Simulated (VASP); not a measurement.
# NaI (Fm-3m) in VASP: a series of runs

One crystal, NaI, is run at these levels: PBE; tasks: single point.

Program: VASP 6.6.1. These are calculated values, not measurements. Logs are shortened: lines on timing, memory, paths and dates and some standing lists are left out, and cuts for length are marked.

## Step 1: Starting point

It takes space group Fm-3m (No. 225, cubic). The conventional cell has a = 6.473 Å, b = 6.473 Å, c = 6.473 Å, α = 90.00°, β = 90.00°, γ = 90.00°. Around I (site symmetry m-3m) lie 6 Na at 3.24 Å. Around Na (site symmetry m-3m) lie 6 I at 3.24 Å.

## Step 2: Single point, PBE

File INCAR:

```
PREC = Accurate
ENCUT = 520
EDIFF = 1E-6
ISMEAR = 0
SIGMA = 0.025
LREAL = False
LASPH = True
NELM = 60
ALGO = Normal
ISIF = 2
LWAVE = False
LCHARG = False
GGA = PE
```

File KPOINTS:

```
Automatic mesh
0
Gamma
  7 7 7
```

File POSCAR:

```
NaI
1.0
    0.0000000000      3.2364000000      3.2364000000
    3.2364000000      0.0000000000      3.2364000000
    3.2364000000      3.2364000000      0.0000000000
I Na
1 1
Direct
    0.5000000000      0.5000000000      0.5000000000
    0.0000000000      0.0000000000      0.0000000000
```

Potentials or basis: VASP PAW PBE potentials, release 64 (I, Na_pv).

The run is started by

```console
> cat potpaw_PBE.64/I/POTCAR potpaw_PBE.64/Na_pv/POTCAR > POTCAR
> mpirun -np 1 vasp_std > vasp.out
```

OUTCAR:

```text
PREC = Accurate
   ENCUT = 520
   EDIFF = 1E-6
   ISMEAR = 0
   LREAL = False
   LASPH = True
   NELM = 60
   ISIF = 2
   GGA = PE

 ion  position               nearest neighbor table
   1  0.500  0.500  0.500-
   2  0.000  0.000  0.000-

  LATTYP: Found a face centered cubic cell.
 ALAT       =     6.4728000000

  Lattice vectors:

 A1 = (   0.0000000000,   3.2364000000,   3.2364000000)
 A2 = (   3.2364000000,   0.0000000000,   3.2364000000)
 A3 = (   3.2364000000,   3.2364000000,   0.0000000000)

Analysis of symmetry for initial positions (statically):
=====================================================================
 Subroutine PRICEL returns:
 Original cell was already a primitive cell.

 Routine SETGRP: Setting up the symmetry group for a
 face centered cubic supercell.

 Subroutine GETGRP returns: Found 48 space group operations
 (whereof 48 operations were pure point group operations)
 out of a pool of 48 trial point group operations.

The static configuration has the point symmetry O_h .

Analysis of symmetry for dynamics (positions and initial velocities):
=====================================================================
 Subroutine PRICEL returns:
 Original cell was already a primitive cell.

 Routine SETGRP: Setting up the symmetry group for a
 face centered cubic supercell.

 Subroutine GETGRP returns: Found 48 space group operations
 (whereof 48 operations were pure point group operations)
 out of a pool of 48 trial point group operations.

The dynamic configuration has the point symmetry O_h .

 Subroutine INISYM returns: Found 48 space group operations
 (whereof 48 operations are pure point group operations),
 and found     1 'primitive' translations

----------------------------------------------------------------------------------------

                                     Primitive cell

  volume of cell :      67.7980

  direct lattice vectors                    reciprocal lattice vectors
     0.000000000  3.236400000  3.236400000    -0.154492646  0.154492646  0.154492646
     3.236400000  0.000000000  3.236400000     0.154492646 -0.154492646  0.154492646
     3.236400000  3.236400000  0.000000000     0.154492646  0.154492646 -0.154492646

  length of vectors
     4.576960773  4.576960773  4.576960773     0.267589113  0.267589113  0.267589113

  position of ions in fractional coordinates (direct lattice)
     0.500000000  0.500000000  0.500000000
     0.000000000  0.000000000  0.000000000

  ion indices of the primitive-cell ions
   primitive index   ion index
                 1           1
                 2           2

----------------------------------------------------------------------------------------

 KPOINTS: Automatic mesh

Automatic generation of k-mesh.
 Grid dimensions read from file:
 generate k-points for:    7    7    7

 Generating k-lattice:

  Cartesian coordinates                     Fractional coordinates (reciprocal lattice)
    -0.022070378  0.022070378  0.022070378     0.142857143  0.000000000  0.000000000
     0.022070378 -0.022070378  0.022070378     0.000000000  0.142857143  0.000000000
     0.022070378  0.022070378 -0.022070378     0.000000000  0.000000000  0.142857143

  Length of vectors
     0.038227016  0.038227016  0.038227016

  Shift w.r.t. Gamma in fractional coordinates (k-lattice)
     0.000000000  0.000000000  0.000000000

 Subroutine IBZKPT returns following result:
 ===========================================

 Found     20 irreducible k-points:

 Following reciprocal coordinates:
            Coordinates               Weight
  0.000000  0.000000  0.000000      1.000000
  0.142857  0.000000  0.000000      8.000000
  0.285714  0.000000  0.000000      8.000000
  0.428571  0.000000  0.000000      8.000000
  0.142857  0.142857  0.000000      6.000000
  0.285714  0.142857  0.000000     24.000000
[... 12 lines left out ...]
 -0.428571  0.428571  0.142857     24.000000
 -0.285714  0.428571  0.142857     24.000000
   k-points           NKPTS =     20   k-points in BZ     NKDIM =     20   number of bands    NBANDS=     11
   number of dos      NEDOS =    301   number of ions     NIONS =      2
   total plane-waves  NPLWV =  46656
   dimension x,y,z NGX =    36 NGY =   36 NGZ =   36
   dimension x,y,z NGXF=    72 NGYF=   72 NGZF=   72
   ions per type =               1   1
   NGX,Y,Z   is equivalent  to a cutoff of  13.08, 13.08, 13.08 a.u.
   NGXF,Y,Z  is equivalent  to a cutoff of  26.15, 26.15, 26.15 a.u.
 SYSTEM =  unknown system
   PREC   = accura    normal or accurate (medium, high low for compatibility)
   ISTART =      0    job   : 0-new  1-cont  2-samecut
   ICHARG =      2    charge: 1-file 2-atom 10-const
   ISPIN  =      1    spin polarized calculation?
   LNONCOLLINEAR =      F non collinear calculations
   LSORBIT =      F    spin-orbit coupling
   LASPH  =      T    aspherical Exc in radial PAW
   ENCUT  =  520.0 eV  38.22 Ry    6.18 a.u.   8.51  8.51  8.51*2*pi/ulx,y,z
   NELM   =     60;   NELMIN=  2; NELMDL= -5     # of ELM steps
   EDIFF  = 0.1E-05   stopping-criterion for ELM
   LREAL  =      F    real-space projection
   EDIFFG = 0.1E-04   stopping-criterion for IOM
   NSW    =      0    number of steps for IOM
   IBRION =     -1    ionic relax: 0-MD 1-quasi-New 2-CG
   NFREE  =      0    steps in history (QN), initial steepest desc. (CG)
   ISIF   =      2    stress and relaxation
   ISYM   =      2    0-nonsym 1-usesym 2-fastsym
   POTIM  = 0.5000    time-step for ionic-motion
   TEBEG  =    0.0;   TEEND  =   0.0 temperature during run
   PSTRESS=    0.0 pullay stress
   NELECT =      14.0000    total number of electrons
   NUPDOWN=      -1.0000    fix difference up-down
   EMIN   =  10.00;   EMAX   =-10.00  energy-range for DOS
   EFERMI =   0.00;   METHOD = LEGACY
   ISMEAR =     0;   SIGMA  =   0.03  broadening in eV -4-tet -1-fermi 0-gaus
   EFERMI_NEDOS =   21; number of points for ismear=-14 and -15
   IALGO  =     38    algorithm
   IMIX   =      4    mixing-type and parameters
     AMIX     =   0.40;   BMIX     =  1.00
     AMIX_MAG =   1.60;   BMIX_MAG =  1.00
  volume/ion in A,a.u.               =      33.90       228.76
  Fermi-wavevector in a.u.,A,eV,Ry     =   0.967636  1.828567 12.739397  0.936319
  Thomas-Fermi vector in A             =   2.097538
   LORBIT       =      0    0 simple, 1 ext, 2 COOP (PROOUT), +10 PAW based schemes
   GGA     = PE    functional components
   LHFCALC =     F    Hartree Fock is set to
   AEXX    =    0.0000 exact exchange contribution
   IVDW    =     0    specifies the selected vdW correction
   LEPSILON=     F    determine dielectric tensor
   LRPA    =     F    only Hartree local field effects (RPA)
 non-spin polarized calculation
 Gauss-broadening in eV      SIGMA  =   0.03
  energy-cutoff  :      520.00
  volume of cell :       67.80
 maximum number of plane-waves:      1841
 NGX is ok and might be reduce to    36
   NGX = 17   NGY = 17   NGZ = 17

 number of electron      13.9999993 magnetization

 Free energy of the ion-electron system (eV)
  ---------------------------------------------------
  ext. energy  EPLUGINS =         0.00000000
  ---------------------------------------------------
  free energy    TOTEN  =        -5.38505383 eV

  energy without entropy =       -5.38505383  energy(sigma->0) =       -5.38505383

 E-fermi :   0.9519     XC(G=0):  -7.7049

 val. band max:        0.8064187509   @ k =   0.0000   0.0000   0.0000
 cond. band min:       4.4469220040   @ k =   0.0000   0.0000   0.0000
 fundamental gap:      3.6405032532
 Fermi energy:         0.9519128999

 k-point     1 :       0.0000    0.0000    0.0000
  band No.  band energies     occupation
      1     -21.6328      2.00000
      2     -21.6328      2.00000
      3     -21.6328      2.00000
      4     -10.2112      2.00000
      5       0.8064      2.00000
      6       0.8064      2.00000
      7       0.8064      2.00000
      8       4.4469      0.00000
      9       8.7361      0.00000
     10       8.7361      0.00000
     11       8.7362      0.00000

 k-point     2 :       0.1429    0.0000    0.0000
  band No.  band energies     occupation
      1     -21.6338      2.00000
      2     -21.6329      2.00000
      3     -21.6329      2.00000
      4     -10.1558      2.00000
      5       0.2320      2.00000
      6       0.7495      2.00000
      7       0.7495      2.00000
      8       5.0910      0.00000
      9       8.3133      0.00000
     10       8.9108      0.00000
     11       8.9108      0.00000

 k-point     3 :       0.2857    0.0000    0.0000
  band No.  band energies     occupation
      1     -21.6360      2.00000
      2     -21.6330      2.00000
      3     -21.6330      2.00000
      4     -10.0253      2.00000
      5      -0.7018      2.00000
      6       0.6287      2.00000
      7       0.6287      2.00000
      8       5.8429      0.00000
      9       8.4779      0.00000
     10       8.6556      0.00000
     11       8.6557      0.00000

 k-point     4 :       0.4286    0.0000    0.0000
  band No.  band energies     occupation
      1     -21.6378      2.00000
      2     -21.6331      2.00000
      3     -21.6331      2.00000
      4      -9.9141      2.00000
      5      -1.2940      2.00000
      6       0.5380      2.00000
      7       0.5380      2.00000
      8       5.9098      0.00000
      9       8.2996      0.00000
     10       8.2996      0.00000
     11       9.3992      0.00000

 k-point     5 :       0.1429    0.1429    0.0000
  band No.  band energies     occupation
      1     -21.6337      2.00000
      2     -21.6331      2.00000
      3     -21.6331      2.00000
      4     -10.1381      2.00000
      5       0.2288      2.00000
      6       0.6449      2.00000
      7       0.6449      2.00000
      8       5.3135      0.00000
      9       7.9242      0.00000
     10       9.1158      0.00000
     11       9.1953      0.00000
[... 155 lines left out ...]
 k-point    17 :       0.4286    0.2857    0.1429
  band No.  band energies     occupation
      1     -21.6361      2.00000
      2     -21.6342      2.00000
      3     -21.6334      2.00000
      4      -9.9381      2.00000
      5      -0.7722      2.00000
      6       0.0797      2.00000
      7       0.4299      2.00000
      8       6.6783      0.00000
      9       7.5081      0.00000
     10       7.7918      0.00000
     11       9.6394      0.00000

 k-point    18 :      -0.4286    0.2857    0.1429
  band No.  band energies     occupation
      1     -21.6368      2.00000
      2     -21.6346      2.00000
      3     -21.6337      2.00000
      4      -9.8577      2.00000
      5      -0.9904      2.00000
      6      -0.1895      2.00000
      7       0.2830      2.00000
      8       6.9172      0.00000
      9       7.2711      0.00000
     10       8.4818      0.00000
     11       9.4089      0.00000

 k-point    19 :      -0.4286    0.4286    0.1429
  band No.  band energies     occupation
      1     -21.6364      2.00000
      2     -21.6348      2.00000
      3     -21.6344      2.00000
      4      -9.8307      2.00000
      5      -0.9220      2.00000
      6      -0.1791      2.00000
      7       0.0216      2.00000
      8       6.0789      0.00000
      9       7.1236      0.00000
     10       8.9782      0.00000
     11      10.2469      0.00000

 k-point    20 :      -0.2857    0.4286    0.1429
  band No.  band energies     occupation
      1     -21.6358      2.00000
      2     -21.6358      2.00000
      3     -21.6342      2.00000
      4      -9.8188      2.00000
      5      -0.6787      2.00000
      6      -0.6184      2.00000
      7       0.0519      2.00000
      8       6.5220      0.00000
      9       7.8241      0.00000
     10       8.7426      0.00000
     11       9.1063      0.00000

------------------------ aborting loop because EDIFF is reached ----------------------------------------

  FORCE on cell =-STRESS in cart. coord.  units (eV):
  Direction    XX          YY          ZZ          XY          YZ          ZX
  --------------------------------------------------------------------------------------
  -------------------------------------------------------------------------------------
  Total        0.1878871      0.1878871      0.1878871      0.0000000      0.0000000      0.0000000
  in kB        4.4400811      4.4400811      4.4400811      0.0000000      0.0000000      0.0000000
  external PRESSURE =       4.4400811 kB  Pullay stress =       0.0000000 kB

 VOLUME and BASIS-vectors are now :
 -----------------------------------------------------------------------------
  energy-cutoff  :      520.00
  volume of cell :       67.80
      direct lattice vectors                 reciprocal lattice vectors
     0.000000000  3.236400000  3.236400000    -0.154492646  0.154492646  0.154492646
     3.236400000  0.000000000  3.236400000     0.154492646 -0.154492646  0.154492646
     3.236400000  3.236400000  0.000000000     0.154492646  0.154492646 -0.154492646

 POSITION                                       TOTAL-FORCE (eV/Angst)
 -----------------------------------------------------------------------------------
      3.23640      3.23640      3.23640         0.000000     -0.000000     -0.000000
      0.00000      0.00000      0.00000        -0.000000      0.000000      0.000000
 -----------------------------------------------------------------------------------
    total drift:                                0.000000      0.000000      0.000000

  FREE ENERGIE OF THE ION-ELECTRON SYSTEM (eV)
  ---------------------------------------------------
  free  energy   TOTEN  =        -5.3850538261 eV

  energy  without entropy=       -5.3850538261  energy(sigma->0) =       -5.38505383
```

Wall time 13 s (1 thread of Intel Xeon 6975P-C (Granite Rapids), shared host); peak memory 0.2 GiB.

Results:

```
Free energy            : -5.3851 eV
Pressure               : 0.4 GPa
Band gap on the k mesh : 3.64 eV, direct
```

Caveat: spin-orbit coupling is left out, which moves the levels of the heavy elements.

(Part 1 of 2 ends here.)
